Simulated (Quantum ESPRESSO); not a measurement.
# Er (Fm-3m) in Quantum ESPRESSO: equation of state

How stiff is Er in PBE, and what volume does it want? The cell is scaled to several volumes.

Program: Quantum ESPRESSO 7.5. These are calculated values, not measurements. Logs are shortened: lines on timing, memory, paths and dates and some standing lists are left out, and cuts for length are marked.

## (1) The structure

It takes space group Fm-3m (No. 225, cubic). Conventional cell: a = 4.960 Å, b = 4.960 Å, c = 4.960 Å, α = 90.00°, β = 90.00°, γ = 90.00°. Er (site symmetry m-3m) is surrounded by 12 Er at 3.51 Å.

This isn't the form of Er at room conditions, which is hcp.

## (2) Single point, PBE, collinear spin, ferromagnetic start, 28.67 Å³/atom

Contents of pw.in:

```
&CONTROL
  calculation = 'scf'
  prefix = 'pwscf'
  outdir = './tmp'
  pseudo_dir = './pseudo'
  tprnfor = .true.
  tstress = .true.
  disk_io = 'nowf'
/
&SYSTEM
  ibrav = 0
  nat = 1
  ntyp = 1
  ecutwfc = 55
  ecutrho = 440
  nbnd = 21
  occupations = 'smearing'
  smearing = 'fd'
  degauss = 0.00367493
  nspin = 2
  starting_magnetization(1) = 0.1364
/
&ELECTRONS
  conv_thr = 2d-10
  electron_maxstep = 120
  mixing_beta = 0.3
/
ATOMIC_SPECIES
Er   167.2590 Er.paw.z_22.atompaw.wentzcovitch.v1.2.upf
CELL_PARAMETERS angstrom
   0.0000000000    2.4292201707    2.4292201707
   2.4292201707    0.0000000000    2.4292201707
   2.4292201707    2.4292201707    0.0000000000
ATOMIC_POSITIONS crystal
Er     0.0000000000    0.0000000000    0.0000000000
K_POINTS automatic
9 9 9 0 0 0
```

Potentials or basis: SSSP 1.3 efficiency PBE.

The run is started by

```bash
OMP_NUM_THREADS=1 pw.x -in pw.in > pw.out
```

pw.out:

```text
This program is part of the open-source Quantum ESPRESSO suite
     for quantum simulation of materials; please cite
         "P. Giannozzi et al., J. Phys.:Condens. Matter 21 395502 (2009);
         "P. Giannozzi et al., J. Phys.:Condens. Matter 29 465901 (2017);
         "P. Giannozzi et al., J. Chem. Phys. 152 154105 (2020);
     in publications or presentations arising from this work. More details at

     file Er.paw.z_22.atompaw.wentzcovitch.v1.2.upf: wavefunction(s)  6S 0P 5D 0D 4F 0F renormalized
     Message from routine setup:
     using ibrav=0 with symmetry is DISCOURAGED, use correct ibrav instead

     G-vector sticks info
     --------------------
     sticks:   dense  smooth     PW     G-vecs:    dense   smooth      PW
     Sum        1285     649    199                30347    10777    1837

     Using Slab Decomposition

     bravais-lattice index     =            0
     lattice parameter (alat)  =       6.4920  a.u.
     unit-cell volume          =     193.4761 (a.u.)^3
     number of atoms/cell      =            1
     number of atomic types    =            1
     number of electrons       =        22.00
     number of Kohn-Sham states=           21
     kinetic-energy cutoff     =      55.0000  Ry
     charge density cutoff     =     440.0000  Ry
     scf convergence threshold =      2.0E-10
     mixing beta               =       0.3000
     number of iterations used =            8  plain     mixing
     Exchange-correlation= SLA PW PBX PBC
                           (   1   4   3   4   0   0   0)

     celldm(1)=   6.492033  celldm(2)=   0.000000  celldm(3)=   0.000000
     celldm(4)=   0.000000  celldm(5)=   0.000000  celldm(6)=   0.000000

[... 8 lines left out ...]
               b(3) = (  0.707107  0.707107 -0.707107 )

     PseudoPot. # 1 for Er read from file:
     Er.paw.z_22.atompaw.wentzcovitch.v1.2.upf
     Pseudo is Projector augmented-wave + core cor, Zval = 22.0
     Generated using ATOMPAW code
     Shape of augmentation charge: BESSEL
     Using radial grid of 1114 points,  8 beta functions with:
                l(1) =   0
                l(2) =   0
                l(3) =   1
                l(4) =   1
                l(5) =   2
                l(6) =   2
                l(7) =   3
                l(8) =   3
     Q(r) pseudized with 0 coefficients

     atomic species   valence    mass     pseudopotential
     Er               22.00   167.25900     Er( 1.00)

     Starting magnetic structure
     atomic species   magnetization
     Er              0.136

     48 Sym. Ops., with inversion, found

   Cartesian axes

     site n.     atom                  positions (alat units)
         1        Er     tau(   1) = (   0.0000000   0.0000000   0.0000000  )

     number of k points=    35  Fermi-Dirac smearing, width (Ry)=  0.0037
                       cart. coord. in units 2pi/alat
        k(    1) = (   0.0000000   0.0000000   0.0000000), wk =   0.0013717
        k(    2) = (   0.0785674   0.0785674  -0.0785674), wk =   0.0109739
        k(    3) = (   0.1571348   0.1571348  -0.1571348), wk =   0.0109739
        k(    4) = (   0.2357023   0.2357023  -0.2357023), wk =   0.0109739
        k(    5) = (   0.3142697   0.3142697  -0.3142697), wk =   0.0109739
        k(    6) = (   0.1571348   0.0000000  -0.0000000), wk =   0.0082305
[... 27 lines left out ...]
        k(   34) = (  -0.0000000  -0.4714045   0.6285394), wk =   0.0329218
        k(   35) = (  -0.0785674  -0.3928371   0.7071068), wk =   0.0329218

     Dense  grid:    30347 G-vectors     FFT dimensions: (  45,  45,  45)

     Smooth grid:    10777 G-vectors     FFT dimensions: (  32,  32,  32)

     Generating pointlists ...
     new r_m :   0.4125 (alat units)  2.6780 (a.u.) for type    1

     Initial potential from superposition of free atoms

     starting charge      21.9958, renormalised to      22.0000
     Starting wfcs are   32 randomized atomic wfcs

     Self-consistent Calculation

     iteration #  1     ecut=    55.00 Ry     beta= 0.30
     Davidson diagonalization with overlap
     ethr =  1.00E-02,  avg # of iterations =  7.6

     total energy              =    -884.35330519 Ry
     estimated scf accuracy    <       2.20689033 Ry

     total magnetization       =     0.68 Bohr mag/cell
     absolute magnetization    =     0.68 Bohr mag/cell

     iteration #  2     ecut=    55.00 Ry     beta= 0.30
     Davidson diagonalization with overlap
     ethr =  1.00E-02,  avg # of iterations =  2.1

     total energy              =    -883.22908576 Ry
     estimated scf accuracy    <      32.71928103 Ry

     total magnetization       =     2.39 Bohr mag/cell
     absolute magnetization    =     2.39 Bohr mag/cell

     iteration #  3     ecut=    55.00 Ry     beta= 0.30
     Davidson diagonalization with overlap
     ethr =  1.00E-02,  avg # of iterations =  2.0

     total energy              =    -885.85693306 Ry
     estimated scf accuracy    <       0.01423200 Ry

     total magnetization       =     2.49 Bohr mag/cell
     absolute magnetization    =     2.49 Bohr mag/cell
[... 145 lines left out ...]
     total energy              =    -885.87330793 Ry
     estimated scf accuracy    <          1.1E-09 Ry

     total magnetization       =     2.31 Bohr mag/cell
     absolute magnetization    =     2.51 Bohr mag/cell

     iteration # 19     ecut=    55.00 Ry     beta= 0.30
     Davidson diagonalization with overlap
     ethr =  5.13E-12,  avg # of iterations =  2.0

     total energy              =    -885.87330793 Ry
     estimated scf accuracy    <          3.9E-09 Ry

     total magnetization       =     2.31 Bohr mag/cell
     absolute magnetization    =     2.51 Bohr mag/cell

     iteration # 20     ecut=    55.00 Ry     beta= 0.30
     Davidson diagonalization with overlap
     ethr =  5.13E-12,  avg # of iterations =  2.0

     Magnetic moment per site  (integrated on atomic sphere of radius R)
     atom   1 (R=0.413)  charge= 20.6339  magn=  2.3742

     End of self-consistent calculation

 ------ SPIN UP ------------

          k = 0.0000 0.0000 0.0000 (  1363 PWs)   bands (ev):

   -35.1692  -8.8495  -8.8495  -8.8495   8.9130  12.1519  12.1519  12.1519
    12.1675  12.3385  12.3385  12.3385  16.9080  16.9080  16.9080  19.4920
    19.4920  24.9085  28.3403  28.3403  28.3403

          k = 0.0786 0.0786-0.0786 (  1345 PWs)   bands (ev):

   -35.1620  -8.9490  -8.8618  -8.8618   9.2819  12.1445  12.1618  12.1618
    12.1769  12.3168  12.3168  12.3392  16.5285  17.0868  17.0868  19.2992
    19.2992  25.6580  26.9257  29.0870  29.0870

          k = 0.1571 0.1571-0.1571 (  1339 PWs)   bands (ev):

   -35.1438  -9.1924  -8.8925  -8.8925  10.2583  12.1239  12.1866  12.1866
    12.2107  12.2718  12.2718  12.3408  15.8115  17.2540  17.2540  19.3180
    19.3180  25.0376  27.8191  30.9886  30.9886

          k = 0.2357 0.2357-0.2357 (  1338 PWs)   bands (ev):

   -35.1229  -9.4558  -8.9272  -8.9272  11.4118  12.1009  12.1966  12.1966
    12.2532  12.2532  12.2736  12.3426  15.3738  16.9611  16.9611  20.2287
    20.2287  24.0147  27.1693  31.1625  31.1625

          k = 0.3143 0.3143-0.3143 (  1338 PWs)   bands (ev):

   -35.1093  -9.6210  -8.9496  -8.9496  12.0685  12.1029  12.1811  12.1811
    12.2705  12.2705  12.3298  12.3438  15.4820  16.6741  16.6741  21.2954
    21.2954  23.7336  24.9097  29.1349  29.1349

          k = 0.1571 0.0000-0.0000 (  1331 PWs)   bands (ev):
[... 133 lines left out ...]
   -35.1006  -9.5403  -9.1236  -9.0004  12.1023  12.1538  12.1925  12.2149
    12.2620  12.2873  12.3447  13.1011  14.7265  15.8815  17.5524  20.7474
    22.1965  23.3755  26.7527  28.0067  29.7118

          k = 0.4714 0.1571-0.0000 (  1332 PWs)   bands (ev):

   -35.1053  -9.4368  -9.1129  -9.0400  12.1123  12.1683  12.2043  12.2235
    12.2355  12.2413  12.3110  12.5334  14.4948  15.8510  18.9992  19.6512
    21.7360  25.2152  27.0127  28.2882  30.8812

          k =-0.1571-0.4714 0.6285 (  1333 PWs)   bands (ev):

   -35.0946  -9.4802  -9.2077  -9.0691  12.1311  12.1663  12.2010  12.2141
    12.2377  12.2498  12.3568  13.3375  14.4410  15.5440  18.5980  20.7587
    22.4753  23.4540  26.4068  27.8800  30.3841

          k =-0.0786-0.3928 0.5500 (  1328 PWs)   bands (ev):

   -35.0921  -9.4545  -9.2858  -9.0576  12.1306  12.1558  12.1992  12.2095
    12.2413  12.2573  12.3701  14.0915  14.1291  15.5066  18.1602  20.7339
    22.0055  23.9205  26.5625  27.9431  29.9608

          k = 0.0000-0.3143 0.4714 (  1333 PWs)   bands (ev):

   -35.0991  -9.4401  -9.2388  -9.0126  12.1229  12.1532  12.1972  12.2199
    12.2346  12.2706  12.3487  13.4005  14.9492  15.0315  18.2015  19.9224
    22.1262  24.6283  26.6736  28.1297  30.9307

          k =-0.0786-0.5500 0.7071 (  1331 PWs)   bands (ev):

   -35.0893  -9.5272  -9.1786  -9.1246  12.1607  12.1906  12.2029  12.2033
    12.2257  12.2376  12.3726  12.8988  14.0226  16.4157  19.7010  21.4930
    22.5045  23.6173  24.4341  27.0361  31.0514

          k =-0.0000-0.4714 0.6285 (  1330 PWs)   bands (ev):

   -35.0877  -9.4672  -9.2822  -9.1128  12.1600  12.1741  12.1949  12.2069
    12.2170  12.2438  12.3821  13.4203  14.3049  16.0046  18.6435  21.6686
    22.2053  23.6962  25.0323  27.2415  31.6651

          k =-0.0786-0.3928 0.7071 (  1335 PWs)   bands (ev):

   -35.0885  -9.4161  -9.3157  -9.1220  12.1590  12.1732  12.1949  12.2097
    12.2216  12.2300  12.3790  13.7464  14.8609  15.1846  18.0262  21.5725
    22.5855  24.3272  24.3666  27.6134  31.9517

 ------ SPIN DOWN ----------

          k = 0.0000 0.0000 0.0000 (  1363 PWs)   bands (ev):

   -34.1584  -8.1330  -8.1330  -8.1330   8.8664  13.8604  14.0479  14.0479
    14.0479  14.2690  14.2690  14.2690  17.0147  17.0147  17.0147  19.7451
    19.7451  24.7846  28.3795  28.3795  28.3795

          k = 0.0786 0.0786-0.0786 (  1345 PWs)   bands (ev):

   -34.1505  -8.2419  -8.1462  -8.1462   9.2422  13.8564  14.0366  14.0598
    14.0598  14.2343  14.2343  14.2698  16.6400  17.2067  17.2067  19.5446
    19.5446  25.5486  26.9288  29.1403  29.1403

          k = 0.1571 0.1571-0.1571 (  1339 PWs)   bands (ev):

   -34.1305  -8.5071  -8.1794  -8.1794  10.2316  13.8602  14.0066  14.0895
    14.0895  14.1713  14.1713  14.2719  15.9424  17.3931  17.3931  19.5544
    19.5544  25.0350  27.8136  31.0740  31.0740

          k = 0.2357 0.2357-0.2357 (  1338 PWs)   bands (ev):

   -34.1077  -8.7927  -8.2166  -8.2166  11.3888  13.9186  13.9757  14.0869
    14.0869  14.1691  14.1691  14.2742  15.5074  17.0984  17.0984  20.4775
    20.4775  24.0591  27.3151  31.2802  31.2802

          k = 0.3143 0.3143-0.3143 (  1338 PWs)   bands (ev):

   -34.0927  -8.9710  -8.2407  -8.2407  12.0557  13.9136  14.0556  14.0636
    14.0636  14.2062  14.2062  14.2757  15.5822  16.7977  16.7977  21.5766
    21.5766  23.8616  24.9802  29.2107  29.2107

          k = 0.1571 0.0000-0.0000 (  1331 PWs)   bands (ev):
[... 133 lines left out ...]
   -34.0832  -8.8833  -8.4304  -8.2958  12.9605  13.8656  14.0287  14.0723
    14.0829  14.1790  14.2043  14.2433  14.9151  15.9954  17.7214  20.9832
    22.4571  23.5906  26.7744  28.1725  29.8645

          k = 0.4714 0.1571-0.0000 (  1332 PWs)   bands (ev):

   -34.0883  -8.7718  -8.4182  -8.3389  12.4265  13.8426  13.9591  14.0969
    14.1095  14.1251  14.1648  14.1955  14.7092  16.0220  19.1954  19.8447
    22.0333  25.3783  27.1973  28.4168  30.9947

          k =-0.1571-0.4714 0.6285 (  1333 PWs)   bands (ev):

   -34.0766  -8.8181  -8.5215  -8.3703  13.1978  13.9302  13.9639  14.0780
    14.0967  14.1292  14.1883  14.2543  14.6205  15.6890  18.7901  20.9710
    22.7296  23.6669  26.5904  28.0769  30.4462

          k =-0.0786-0.3928 0.5500 (  1328 PWs)   bands (ev):

   -34.0739  -8.7899  -8.6067  -8.3578  13.6543  13.8482  14.0399  14.0642
    14.0920  14.1341  14.1956  14.3928  14.5298  15.6018  18.3516  20.9543
    22.2097  24.1647  26.8021  28.1323  30.0151

          k = 0.0000-0.3143 0.4714 (  1333 PWs)   bands (ev):

   -34.0815  -8.7748  -8.5555  -8.3091  13.2939  13.8499  13.9609  14.0863
    14.0995  14.1352  14.1843  14.2422  15.1488  15.2002  18.3933  20.1328
    22.3618  24.8486  26.8938  28.2175  31.0786

          k =-0.0786-0.5500 0.7071 (  1331 PWs)   bands (ev):

   -34.0708  -8.8691  -8.4890  -8.4303  12.8266  13.8326  14.0467  14.0791
    14.0983  14.1013  14.1801  14.2117  14.3057  16.4999  19.9123  21.7303
    22.7674  23.8284  24.5808  27.2896  31.1275

          k =-0.0000-0.4714 0.6285 (  1330 PWs)   bands (ev):

   -34.0690  -8.8038  -8.6022  -8.4176  13.2645  13.9873  14.0390  14.0596
    14.0918  14.1182  14.1746  14.2751  14.4654  16.0813  18.8430  21.9323
    22.3784  23.9333  25.2351  27.5150  31.7309

          k =-0.0786-0.3928 0.7071 (  1335 PWs)   bands (ev):

   -34.0699  -8.7482  -8.6388  -8.4279  13.5601  13.9702  14.0091  14.0550
    14.1033  14.1110  14.1779  14.3430  14.9707  15.3114  18.2175  21.8226
    22.7942  24.5469  24.5623  27.8904  31.9884

     the Fermi energy is    14.1685 ev

!    total energy              =    -885.87330793 Ry
     total all-electron energy =      -885.873308 Ry
     estimated scf accuracy    <          4.5E-11 Ry
     smearing contrib. (-TS)   =      -0.01116511 Ry
     internal energy E=F+TS    =    -885.86214283 Ry

     The total energy is F=E-TS. E is the sum of the following terms:
     one-electron contribution =    -246.94824098 Ry
     hartree contribution      =     123.82593942 Ry
     xc contribution           =     -33.10885098 Ry
     ewald contribution        =    -241.69958000 Ry
     one-center paw contrib.   =    -487.93141029 Ry

     total magnetization       =     2.31 Bohr mag/cell
     absolute magnetization    =     2.51 Bohr mag/cell

     convergence has been achieved in  20 iterations

     Forces acting on atoms (cartesian axes, Ry/au):

     atom    1 type  1   force =     0.00000000    0.00000000    0.00000000

     Total force =     0.000000     Total SCF correction =     0.000000

     Computing stress (Cartesian axis) and pressure

          total   stress  (Ry/bohr**3)                   (kbar)     P=       34.41
   0.00023391  -0.00000000  -0.00000000           34.41       -0.00       -0.00
  -0.00000000   0.00023391   0.00000000           -0.00       34.41        0.00
  -0.00000000   0.00000000   0.00023391           -0.00        0.00       34.41

=------------------------------------------------------------------------------=
   JOB DONE.
=------------------------------------------------------------------------------=
```

Wall time 87 s (1 thread of Intel Xeon Platinum 8488C (Sapphire Rapids), shared host); peak memory 0.35 GiB.

Results:

```
Free energy                                           : -12052.9204 eV
Pressure                                              : 3.4 GPa
Band gap on the k mesh                                : none (metal or under the smearing width)
Net moment                                            : 2.31 μB per cell
Absolute moment                                       : 2.51 μB per cell
Site moments                                          : Er +2.37 μB
Valence electrons inside the program's atomic spheres : Er 20.63
```

Caveat: the magnetic or orbital state may not be the lowest; spin-orbit coupling is left out, which moves the levels of the heavy elements.

## (3) Single point, PBE, collinear spin, ferromagnetic start, 29.28 Å³/atom

pw.in, as its differences from that of step 2:

```diff
@@ -30,5 +30,5 @@
 CELL_PARAMETERS angstrom
-   0.0000000000    2.4292201707    2.4292201707
-   2.4292201707    0.0000000000    2.4292201707
-   2.4292201707    2.4292201707    0.0000000000
+   0.0000000000    2.4463279187    2.4463279187
+   2.4463279187    0.0000000000    2.4463279187
+   2.4463279187    2.4463279187    0.0000000000
 ATOMIC_POSITIONS crystal
```

Potentials or basis: SSSP 1.3 efficiency PBE.

The run is started by

```bash
OMP_NUM_THREADS=1 pw.x -in pw.in > pw.out
```

Run time: 85 s. Hardware: 1 thread of Intel Xeon Platinum 8488C (Sapphire Rapids), shared host; peak memory 0.36 GiB.

Results (log left out):

```yaml
Free_energy: -12052.9328 eV
Pressure: 2.9 GPa
Band_gap_on_the_k_mesh: none (metal or under the smearing width)
Net_moment: 2.30 μB per cell
Absolute_moment: 2.51 μB per cell
Site_moments: Er +2.37 μB
Valence_electrons_inside_the_program's_atomic_spheres: Er 20.65
```

Caveat: the magnetic or orbital state may not be the lowest; spin-orbit coupling is left out, which moves the levels of the heavy elements.

## (4) Single point, PBE, collinear spin, ferromagnetic start, 29.89 Å³/atom

pw.in, as its differences from that of step 3:

```diff
@@ -30,5 +30,5 @@
 CELL_PARAMETERS angstrom
-   0.0000000000    2.4463279187    2.4463279187
-   2.4463279187    0.0000000000    2.4463279187
-   2.4463279187    2.4463279187    0.0000000000
+   0.0000000000    2.4631996789    2.4631996789
+   2.4631996789    0.0000000000    2.4631996789
+   2.4631996789    2.4631996789    0.0000000000
 ATOMIC_POSITIONS crystal
```

The run is started by

```bash
OMP_NUM_THREADS=1 pw.x -in pw.in > pw.out
```

It took 1.8 min on 1 thread of Intel Xeon Platinum 8488C (Sapphire Rapids), shared host; peak memory 0.37 GiB.

The run converged. Its results:

```
Free energy                                           : -12052.9426 eV
Pressure                                              : 2.1 GPa
Band gap on the k mesh                                : none (metal or under the smearing width)
Net moment                                            : 2.29 μB per cell
Absolute moment                                       : 2.51 μB per cell
Site moments                                          : Er +2.36 μB
Valence electrons inside the program's atomic spheres : Er 20.66
```

Caveat: the magnetic or orbital state may not be the lowest; spin-orbit coupling is left out, which moves the levels of the heavy elements.

(Continued in part 2 of 2.)
